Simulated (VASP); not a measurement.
SnS2 (Berndtite-2T):

```xyz
3
Lattice="3.6390 0.0000 0.0000 -1.8195 3.1515 0.0000 0.0000 0.0000 5.8680" Properties=species:S:1:pos:R:3 pbc="T T T"
Sn    0.0000    0.0000    0.0000
S     0.0000    2.1010    1.4670
S     1.8195    1.0505    4.4010
```

| Quantity | Value |
| --- | --- |
| Program | VASP 6.6.1 |
| Task | relaxation of cell and atoms |
| Functional | PBE |
| Dispersion | D3(BJ) |
| Potentials or basis | VASP PAW PBE potentials, release 64 (Sn_d, S) |
| Cutoff | 600 eV |
| k mesh | 9 × 9 × 5 |
| Occupations | gaussian, width 0.03 eV |
| Spin | no spin polarisation |

At the start: pressure 1.7 GPa; volume 22.43 Å³/atom.

**Question.** Where does the relaxation end?

**Answer.** Over 14 steps the energy falls by 3.1 meV/atom and the volume is 22.57 Å³/atom (+0.6 %); space group P-3m1 (No. 164, to 0.05 Å).

The path:
```
step  energy change (eV)  largest force (eV/Å)  pressure (GPa)  volume (Å³)
   1              0.0000                0.2533            1.72        67.30
   2             -0.0012                0.1919           -1.55        69.66
   3             -0.0080                0.0160           -0.06        68.51
   4             -0.0080                0.0202            0.00        68.48
   5             -0.0082                0.0292            0.00        68.45
   6             -0.0085                0.0517           -0.04        68.37
   7             -0.0087                0.0381           -0.07        68.31
   8             -0.0091                0.0001           -0.17        68.12
   9             -0.0092                0.0182           -0.23        68.02
  10             -0.0093                0.0098           -0.08        67.86
  11             -0.0093                0.0081           -0.09        67.82
  12             -0.0094                0.0046           -0.03        67.75
  13             -0.0094                0.0027            0.08        67.62
  14             -0.0094                0.0018           -0.01        67.70
```

Final structure:
```
Sn S
1.0
     3.66721    0.00000    0.00000
    -1.83361    3.17590    0.00000
     0.00000    0.00000    5.81303
Sn S
1 2
Direct
  0.00000 0.00000 0.00000
  0.33333 0.66667 0.25437
  0.66667 0.33333 0.74563
```
